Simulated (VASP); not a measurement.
Runs of VASP 6.6.1 on Al2Cu. It takes space group I4/mmm (No. 139, tetragonal). The conventional cell has a = 4.061 Å, b = 4.061 Å, c = 5.702 Å, α = 90.00°, β = 90.00°, γ = 90.00°. Around Al (site symmetry -4m2) lie 4 Cu at 2.48 Å and 2 Al at 2.85 Å. Around Cu (site symmetry 4/mmm) lie 8 Al at 2.48 Å. The cell comes from a database or a generator and needn't be the stable form of this composition.

```csv
task,level,potentials or basis,cell,k mesh,cutoff (eV),mesh quality,gap on the mesh (eV),pressure (GPa),relaxed volume (Å³/atom)
relaxation of cell and atoms,RPBE,"VASP PAW PBE potentials, release 64 (Al, Cu)",relaxed,14 × 14 × 14,600,not flagged,none,0.0,16.53
single point,PBEsol,"VASP PAW PBE potentials, release 64 (Al, Cu)",as given,14 × 14 × 14,520,not flagged,none,-0.1,-
relaxation of cell and atoms,PBEsol,"VASP PAW PBE potentials, release 64 (Al, Cu)",relaxed,14 × 14 × 14,600,not flagged,none,0.0,15.69
relaxation of cell and atoms,LDA,"VASP PAW LDA potentials, release 64 (Al, Cu)",relaxed,14 × 14 × 14,600,not flagged,none,0.0,(a)
relaxation of cell and atoms,PBE+D3(BJ),"VASP PAW PBE potentials, release 64 (Al, Cu)",relaxed,14 × 14 × 14,600,not flagged,none,0.0,(b)
relaxation of cell and atoms,PBEsol,"VASP PAW PBE potentials, release 64 (Al, Cu)",relaxed,6 × 6 × 6,600,coarse,none,0.0,15.67
relaxation of cell and atoms,PBE,"VASP PAW PBE potentials, release 64 (Al, Cu)",relaxed,14 × 14 × 14,600,not flagged,none,0.0,16.15
relaxation of cell and atoms,PBEsol,"VASP PAW PBE potentials, release 64 (Al, Cu)",relaxed,14 × 14 × 14,580,not flagged,none,0.0,15.69
```

Alike in all rows: no spin polarisation; smearing gaussian 0.1 eV.

Fill in the values left out.

(a) 15.24; (b) 15.51.

Caveats: some runs use coarse meshes; the PAW data sets were made with another functional, which shifts forces and pressure a little (some runs); pairwise dispersion overbinds metals, which lowers pressure and volume (some runs).

A gap of «none» marks a metal or a gap under the smearing width.
